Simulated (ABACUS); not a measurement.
# Pb (Fm-3m) in ABACUS: settings compared

One crystal, Pb, is run at these levels: PBEsol, LDA-PW92; tasks: single point, relaxation of cell and atoms.

Program: ABACUS 3.10.1. These are calculated values, not measurements. Logs are shortened: lines on timing, memory, paths and dates and some standing lists are left out, and cuts for length are marked.

### Step 1. The structure

It takes space group Fm-3m (No. 225, cubic). Conventional cell: a = 4.950 Å, b = 4.950 Å, c = 4.950 Å, α = 90.00°, β = 90.00°, γ = 90.00°. Pb (site symmetry m-3m) has 12 Pb at 3.50 Å as nearest neighbours.

### Step 2. Single point, PBEsol

Input file INPUT:

```
INPUT_PARAMETERS
suffix              Pb
calculation         scf
basis_type          pw
pseudo_dir          ./
symmetry            1
dft_functional      pbesol
ecutwfc             63
pseudo_rcut         10
nspin               1
nbands              17
ks_solver           dav
smearing_method     fd
smearing_sigma      0.00367493
scf_thr             1e-08
scf_nmax            100
mixing_type         broyden
mixing_beta         0.7
cal_force           1
cal_stress          1
out_chg             1
kpar                4
```

Input file STRU:

```
ATOMIC_SPECIES
Pb 207.2000 82_Pb_14_3.0_3.1_pbe_n_v1.0.upf

LATTICE_CONSTANT
6.6144323282

LATTICE_VECTORS
0.0000000000 0.7071067812 0.7071067812
0.7071067812 0.0000000000 0.7071067812
0.7071067812 0.7071067812 0.0000000000

ATOMIC_POSITIONS
Cartesian

Pb
0.0
1
0.0000000000 0.0000000000 0.0000000000 1 1 1
```

Input file KPT:

```
K_POINTS
0
Gamma
7 7 7 0 0 0
```

Potentials or basis: SPMS ONCV 1.0 PBE, plane waves.

Run with:

```bash
$ OMP_NUM_THREADS=1 mpirun -np 4 abacus > log
```

running log:

```text
ABACUS v3.10.1

               Atomic-orbital Based Ab-initio Computation at UStc

 ------------------------------------------------------------------------------------

 READING GENERAL INFORMATION
                           global_out_dir = OUT.Pb/
                           global_in_card = INPUT
                               pseudo_dir = ./
                              orbital_dir =
                                    DSIZE = 4
                                    GSIZE = 1

 READING UNITCELL INFORMATION
                                    ntype = 1
                  lattice constant (Bohr) = 6.61443
              lattice constant (Angstrom) = 3.50021

 READING ATOM TYPE 1
                               atom label = Pb
                      L=0, number of zeta = 1
                      L=1, number of zeta = 1
                      L=2, number of zeta = 1
             number of atom for this type = 1

                        TOTAL ATOM NUMBER = 1
CARTESIAN COORDINATES ( UNIT =       6.614432328200 Bohr ).
    atom                   x                   y                   z     mag                  vx                  vy                  vz
tauc_Pb1            0.0000000000        0.0000000000        0.0000000000  0.0000        0.0000000000        0.0000000000        0.0000000000

                          Volume (Bohr^3) = 204.627
                             Volume (A^3) = 30.3225

 Lattice vectors: (Cartesian coordinate: in unit of a_0)
                   +0           +0.707107           +0.707107
            +0.707107                  +0           +0.707107
            +0.707107           +0.707107                  +0
 Reciprocal vectors: (Cartesian coordinate: in unit of 2 pi/a_0)
            -0.707107           +0.707107           +0.707107
            +0.707107           -0.707107           +0.707107
            +0.707107           +0.707107           -0.707107
 The esolver type has been set to : ksdft_pw

                PAO radial cut off (Bohr) = 10

 Read in pseudopotential file is 82_Pb_14_3.0_3.1_pbe_n_v1.0.upf
                     pseudopotential type = NC
          exchange-correlation functional = PBE
                 nonlocal core correction = 1
                        valence electrons = 14
                                     lmax = 2
                           number of zeta = 3
                     number of projectors = 6
                           L of projector = 0
                           L of projector = 0
                           L of projector = 1
                           L of projector = 1
                           L of projector = 2
                           L of projector = 2
 XC functional updated to : pbesol
          exchange-correlation functional = PBESOL
     initial pseudo atomic orbital number = 9

 SETUP THE ELECTRONS NUMBER
            electron number of element Pb = 14
      total electron number of element Pb = 14
            AUTOSET number of electrons:  = 14
                           occupied bands = 7
                                   NBANDS = 17
                                   NLOCAL = 9

%%%%%%%%%%%%%%%%%%%%%%%%%%%%%%%%%%%%%%%%%%%%%%%%%%%%%%%%%%%%%%%%%%%%%%%%%%%%%%%%%%%%%%%%%%%%%%%%%%%%%%%%%%
 Warning: the number of valence electrons in pseudopotential > 4 for Pb: [Xe] 4f14 5d10 6s2 6p2
 Pseudopotentials with additional electrons can yield (more) accurate outcomes, but may be less efficient.
 If you're confident that your chosen pseudopotential is appropriate, you can safely ignore this warning.
%%%%%%%%%%%%%%%%%%%%%%%%%%%%%%%%%%%%%%%%%%%%%%%%%%%%%%%%%%%%%%%%%%%%%%%%%%%%%%%%%%%%%%%%%%%%%%%%%%%%%%%%%%

 SETUP THE PLANE WAVE BASIS
 energy cutoff for charge/potential (unit:Ry) = 252
            fft grid for charge/potential = [ 36, 36, 36 ]
                        fft grid division = [ 1, 1, 1 ]
        big fft grid for charge/potential = [ 36, 36, 36 ]
                                     nbxx = 46656
                                     nrxx = 46656

 SETUP PLANE WAVES FOR CHARGE/POTENTIAL
                    number of plane waves = 13803
                         number of sticks = 757

 PARALLEL PW FOR CHARGE/POTENTIAL
     PROC   COLUMNS(POT)             PW
        1            757          13803
 --------------- sum -------------------
        1            757          13803
                            number of |g| = 188
                                  max |g| = 278
                                  min |g| = 0

----------- Double Check Mixing Parameters Begin ------------
mixing_type: broyden
mixing_beta: 0.7
mixing_gg0: 1
mixing_gg0_min: 0.1
mixing_ndim: 8
----------- Double Check Mixing Parameters End ------------

 LATTICE VECTORS: (CARTESIAN COORDINATE: IN UNIT OF A0)
                   +0           +0.707107           +0.707107
            +0.707107                  +0           +0.707107
            +0.707107           +0.707107                  +0
                       right hand lattice = 1
                                   NORM_A = 1
                                   NORM_B = 1
                                   NORM_C = 1
                           ALPHA (DEGREE) = 60
                           BETA  (DEGREE) = 60
                           GAMMA (DEGREE) = 60

 The lattice vectors have been changed (STRU_SIMPLE.cif)

(for optimal symmetric configuration:)
                             BRAVAIS TYPE = 3
                     BRAVAIS LATTICE NAME = 03. Cubic F (face-centered)
                                    ibrav = 3
                                    IBRAV = 3
                                  BRAVAIS = FACE CENTERED CUBIC
                       LATTICE CONSTANT A = 1.41421
Original cell was already a primitive cell.
                        ROTATION MATRICES = 48
              PURE POINT GROUP OPERATIONS = 48
                   SPACE GROUP OPERATIONS = 48
                              POINT GROUP = O_h
               POINT GROUP IN SPACE GROUP = O_h

 SETUP K-POINTS
                                    nspin = 1
                   Input type of k points = Monkhorst-Pack(Gamma)
                                   nkstot = 343
                       right hand lattice = 1
(for reciprocal lattice: )
                             BRAVAIS TYPE = 2
                     BRAVAIS LATTICE NAME = 02. Cubic I (body-centered)
                                    ibrav = 2
                       right hand lattice = 1
(for k-lattice: )
                             BRAVAIS TYPE = 2
                     BRAVAIS LATTICE NAME = 02. Cubic I (body-centered)
                                    ibrav = 2
                       right hand lattice = 1
                        ROTATION MATRICES = 48
                               nkstot_ibz = 20
K-POINTS REDUCTION ACCORDING TO SYMMETRY
     IBZ    DIRECT_X    DIRECT_Y    DIRECT_Z  WEIGHT  ibz2bz
       1  0.00000000  0.00000000  0.00000000  0.0029       0
       2  0.14285714  0.14285714  0.14285714  0.0233       1
       3  0.28571429  0.28571429  0.28571429  0.0233       2
       4  0.42857143  0.42857143  0.42857143  0.0233       3
       5  0.14285714  0.14285714  0.00000000  0.0175       8
       6  0.28571429  0.14285714  0.28571429  0.0700       9
[... 12 lines left out ...]
      19 -0.42857143  0.42857143  0.14285714  0.0700      74
      20 -0.28571429  0.42857143  0.28571429  0.0700      75

                               nkstot now = 20
[... K-POINTS DIRECT COORDINATES: 20 rows ...]

           k-point number in this process = 5
       minimum distributed K point number = 5
[... stars of the k points ...]

[... K-POINTS CARTESIAN COORDINATES: 5 rows ...]

[... K-POINTS DIRECT COORDINATES: 5 rows ...]

 SETUP PLANE WAVES FOR WAVE FUNCTIONS
     energy cutoff for wavefunc (unit:Ry) = 63
              fft grid for wave functions = [ 36, 36, 36 ]
                    number of plane waves = 2085
                         number of sticks = 211

 PARALLEL PW FOR WAVE FUNCTIONS
     PROC   COLUMNS(POT)             PW
        1            211           2085
 --------------- sum -------------------
        1            211           2085

 SETUP NONLOCAL PSEUDOPOTENTIALS IN PLANE WAVE BASIS
 Pb non-local projectors:
 projector 1 L=0
 projector 2 L=0
 projector 3 L=1
 projector 4 L=1
 projector 5 L=2
 projector 6 L=2
      TOTAL NUMBER OF NONLOCAL PROJECTORS = 18

 Init Non-Local PseudoPotential table :
 Init Non-Local-Pseudopotential done.

                                     npwx = 1759

 Make real space PAO into reciprocal space.
       max mesh points in Pseudopotential = 1001
     dq(describe PAO in reciprocal space) = 0.01
                                    max q = 957

 number of pseudo atomic orbitals for Pb is 3
WARNING: norm of atomic wavefunction # 3 of atomic type Pb is 0.999464, renormalized

 -------------------------------------------
 SELF-CONSISTENT
 -------------------------------------------
                                 init_chg = atomic

 PW ALGORITHM --------------- ION=   1  ELEC=   1--------------------------------
 Notice: Threshold on eigenvalues was too large.
 hsover_error=0.14 > DRHO=0.00424642
 Origin diag ethr = 0.01
 New diag ethr = 3.03315e-05

 Density error is 0.00427574131794
                          Error Threshold = 3.03315363901e-05
----------------------------------------------------------
     Energy           Rydberg                 eV
----------------------------------------------------------
 E_KohnSham     -125.4945644238      -1707.4411441913
 E_Harris       -125.8947543385      -1712.8860073141
 E_Fermi        0.9302843933         12.6571685094
----------------------------------------------------------
[... 51 lines left out ...]
 Density error is 1.38794825607e-10
                          Error Threshold = 1.7312491623e-10
----------------------------------------------------------
     Energy           Rydberg                 eV
----------------------------------------------------------
 E_KohnSham     -125.4953764055      -1707.4521917695
 E_KS(sigma->0) -125.4952528865      -1707.4505112071
 E_Harris       -125.4953472387      -1707.4517949345
 E_band         -0.8540322380        -11.6197047123
 E_one_elec     -15.9595201424       -217.1404112826
 E_Hartree      17.6168485008        239.6895204137
 E_xc           -31.0853376866       -422.9377167915
 E_Ewald        -96.0671200393       -1307.0602229843
 E_entropy(-TS) -0.0002470380        -0.0033611248
 E_descf        0.0000000000         0.0000000000
 E_exx          0.0000000000         0.0000000000
 E_Fermi        0.9237089707         12.5677052957
----------------------------------------------------------

 charge density convergence is achieved
 final etot is -1707.4521918 eV
 EFERMI = 12.567705296 eV

 STATE ENERGY(eV) AND OCCUPATIONS    NSPIN == 1
 1/5 kpoint (Cartesian) = 0.0000 0.0000 0.0000 (1759 pws)
       1       -4.27580     0.00583090
       2       -4.27580     0.00583090
       3       -4.27580     0.00583090
       4       -4.13125     0.00583090
       5       -4.13125     0.00583090
       6       0.896756     0.00583090
[... 9 lines left out ...]
      16        27.6164        0.00000
      17        27.6164        0.00000

 2/5 kpoint (Cartesian) = 0.10102 0.10102 0.10102 (1747 pws)
       1       -4.27745      0.0466472
       2       -4.25096      0.0466472
       3       -4.25096      0.0466472
       4       -4.12924      0.0466472
       5       -4.12924      0.0466472
       6        1.29168      0.0466472
[... 9 lines left out ...]
      16        26.4719        0.00000
      17        28.9425        0.00000

 3/5 kpoint (Cartesian) = 0.20203 0.20203 0.20203 (1724 pws)
       1       -4.28894      0.0466472
       2       -4.24195      0.0466472
       3       -4.24195      0.0466472
       4       -4.07618      0.0466472
       5       -4.07618      0.0466472
       6        2.46194      0.0466472
[... 9 lines left out ...]
      16        28.1741        0.00000
      17        34.8701        0.00000

 4/5 kpoint (Cartesian) = 0.30305 0.30305 0.30305 (1724 pws)
       1       -4.30462      0.0466472
       2       -4.26059      0.0466472
       3       -4.26059      0.0466472
       4       -4.00597      0.0466472
       5       -4.00597      0.0466472
       6        4.12392      0.0466472
[... 9 lines left out ...]
      16        31.5007        0.00000
      17        36.4040        0.00000

 5/5 kpoint (Cartesian) = 0.0000 0.0000 0.20203 (1748 pws)
       1       -4.30755      0.0349854
       2       -4.21960      0.0349854
       3       -4.21960      0.0349854
       4       -4.16572      0.0349854
       5       -4.10773      0.0349854
       6        1.42288      0.0349854
[... 9 lines left out ...]
      16        28.2571        0.00000
      17        28.2571        0.00000

------------------------------------------------------------------------------------------
 TOTAL-FORCE (eV/Angstrom)
------------------------------------------------------------------------------------------
                       Pb1         0.0000000000         0.0000000000         0.0000000000
------------------------------------------------------------------------------------------

----------------------------------------------------------------
 TOTAL-STRESS (KBAR)
----------------------------------------------------------------
        -1.2142275241         0.0000000000         0.0000000000
        -0.0000000000        -1.2142275241         0.0000000000
        -0.0000000000         0.0000000000        -1.2142275241
----------------------------------------------------------------
 TOTAL-PRESSURE: -1.214228 KBAR

 --------------------------------------------
 !FINAL_ETOT_IS -1707.4521917694887634 eV
 --------------------------------------------
```

Wall time 4 s (4 MPI ranks of Intel Xeon Platinum 8259CL at 2.50GHz (Skylake/Cascade Lake), shared host); peak memory 0.24 GiB.

What came out:

| Quantity | Value |
| --- | --- |
| Free energy | -1707.4522 eV |
| Pressure | -0.1 GPa |
| Band gap on the k mesh | none (metal or under the smearing width) |

Caveat: the potentials were made for another functional, which shifts forces and pressure. The run has no spin-orbit coupling, so splittings on Pb are missing.

### Step 3. Relaxation of cell and atoms, PBEsol

Changes to INPUT since step 2:

```diff
@@ -2,3 +2,3 @@
 suffix              Pb
-calculation         scf
+calculation         cell-relax
 basis_type          pw
@@ -10,3 +10,3 @@
 nspin               1
-nbands              17
+nbands              11
 ks_solver           dav
@@ -20,3 +20,7 @@
 cal_stress          1
-out_chg             1
+relax_nmax          60
+force_thr_ev        0.005
+relax_method        cg
+out_stru            1
+stress_thr          0.5
 kpar                4
```

Input file STRU:

```
ATOMIC_SPECIES
Pb 207.2000 82_Pb_14_3.0_3.1_pbe_n_v1.0.upf

LATTICE_CONSTANT
1.8897261246

LATTICE_VECTORS
0.0000000000 2.4750200000 2.4750200000
2.4750200000 0.0000000000 2.4750200000
2.4750200000 2.4750200000 0.0000000000

ATOMIC_POSITIONS
Direct

Pb
0.0
1
0.0000000000 0.0000000000 0.0000000000 1 1 1
```

KPT is that of step 2.

Potentials or basis: SPMS ONCV 1.0 PBE, plane waves.

Run with:

```bash
$ OMP_NUM_THREADS=1 mpirun -np 4 abacus > log
```

It took 5.2 s on 4 MPI ranks of Intel Xeon Platinum 8259CL at 2.50GHz (Skylake/Cascade Lake), shared host; peak memory 0.36 GiB.

Results (log left out):

```
Free energy                            : -1707.4522 eV
Relaxed volume                         : 30.25 Å³/atom
Relaxed cell                           : a = 3.497 Å, b = 3.497 Å, c = 3.497 Å, α = 60.00°, β = 60.00°, γ = 60.00°
Space group after relaxing (to 0.05 Å) : Fm-3m (No. 225)
Energy gained by relaxing              : 0.0 meV/atom
Ionic steps                            : 3
Pressure after relaxing                : 0.0 GPa
Band gap on the k mesh                 : none (metal or under the smearing width)
```

Final structure:
```
CELL_PARAMETERS angstrom
0.00000 2.47300 2.47300
2.47300 0.00000 2.47300
2.47300 2.47300 0.00000
ATOMIC_POSITIONS crystal
Pb 0.00000 0.00000 0.00000
```

Levels at points of the mesh, in eV from the Fermi level:
```
           k point  band 3  band 4  band 5  band 6  band 7  band 8  band 9
(0.00, 0.00, 0.00)  -16.85  -16.70  -16.70  -11.69    7.52    7.52    7.52
```

Caveat: the potentials were made for another functional, which shifts forces and pressure.

### Step 4. Single point, LDA-PW92

Input file run_abacus.py:

```python
"""ABACUS run from a structure file: ASE reads it, the script writes STRU, KPT and INPUT."""
import re
import subprocess
from ase.io import read
from ase.units import Bohr

atoms = read("POSCAR")
atoms = atoms[(-atoms.numbers).argsort(kind="stable")]  # ABACUS lists atoms element by element
pseudo = {'Pb': 'Pb.upf'}
orbital = {}
magmoms = None
kmesh = [7, 7, 7]
params = {
    'suffix': 'Pb',
    'calculation': 'scf',
    'basis_type': 'pw',
    'pseudo_dir': './',
    'symmetry': 1,
    'dft_functional': 'LDA_X+LDA_C_PW',
    'ecutwfc': 89,
    'pseudo_rcut': 10,
    'nspin': 1,
    'nbands': 21,
    'ks_solver': 'dav',
    'smearing_method': 'fd',
    'smearing_sigma': 0.00367493,
    'scf_thr': 1e-08,
    'scf_nmax': 100,
    'mixing_type': 'broyden',
    'mixing_beta': 0.7,
    'cal_force': 1,
    'cal_stress': 1,
    'out_chg': 1,
    'out_pot': 2,
    'out_elf': 1,
}

symbols = atoms.get_chemical_symbols()
elements = list(dict.fromkeys(symbols))
lines = ["ATOMIC_SPECIES"] + [f"{e} {atoms.get_masses()[symbols.index(e)]:.4f} {pseudo[e]}" for e in elements]
if orbital:
    lines += ["", "NUMERICAL_ORBITAL"] + [orbital[e] for e in elements]
lines += ["", "LATTICE_CONSTANT", f"{1 / Bohr:.10f}", "", "LATTICE_VECTORS"]
lines += [" ".join(f"{x:.10f}" for x in v) for v in atoms.cell]
lines += ["", "ATOMIC_POSITIONS", "Direct"]
for e in elements:
    lines += ["", e, "0.0", str(symbols.count(e))]
    for i, p in enumerate(atoms.get_scaled_positions(wrap=False)):
        if symbols[i] == e:
            mag = "" if magmoms is None else " mag " + " ".join(str(x) for x in (magmoms[i] if isinstance(magmoms[i], list) else [magmoms[i]]))
            lines.append(" ".join(f"{x:.10f}" for x in p) + " 1 1 1" + mag)
open("STRU", "w").write("\n".join(lines) + "\n")
open("KPT", "w").write("K_POINTS\n0\nGamma\n%d %d %d 0 0 0\n" % tuple(kmesh))
open("INPUT", "w").write("INPUT_PARAMETERS\n" + "".join(f"{k:<20s}{v}\n" for k, v in params.items()))

done = subprocess.run(['mpirun', '-np', '4', 'abacus'])
if done.returncode:
    raise SystemExit(done.returncode)
log = open("OUT.Pb/running_scf.log").read()
print("final energy (eV):", re.findall(r"FINAL_ETOT_IS (\S+)", log))
```

Input file POSCAR:

```
Pb
1.0
    0.0000000000      2.4750200000      2.4750200000
    2.4750200000      0.0000000000      2.4750200000
    2.4750200000      2.4750200000      0.0000000000
Pb
1
Direct
    0.0000000000      0.0000000000      0.0000000000
```

Potentials or basis: PseudoDojo NC SR 0.4.1 LDA stringent, plane waves.

Run with:

```bash
$ OMP_NUM_THREADS=1 python run_abacus.py > log
```

It took 5 s on 4 MPI ranks of Intel Xeon Platinum 8488C (Sapphire Rapids), shared host; peak memory 0.36 GiB.

It converged, with:

| Item | Value |
| --- | --- |
| Free energy | -5706.5765 eV |
| Pressure | -1.5 GPa |
| Band gap on the k mesh | none (metal or under the smearing width) |

Levels at points of the mesh, in eV from the Fermi level:
```csv
k point,band 9,band 10,band 11,band 12,band 13,band 14
"(0.00, 0.00, 0.00)",-16.73,-11.71,7.41,7.41,7.41,9.84
```

(Continued in part 2 of 2.)
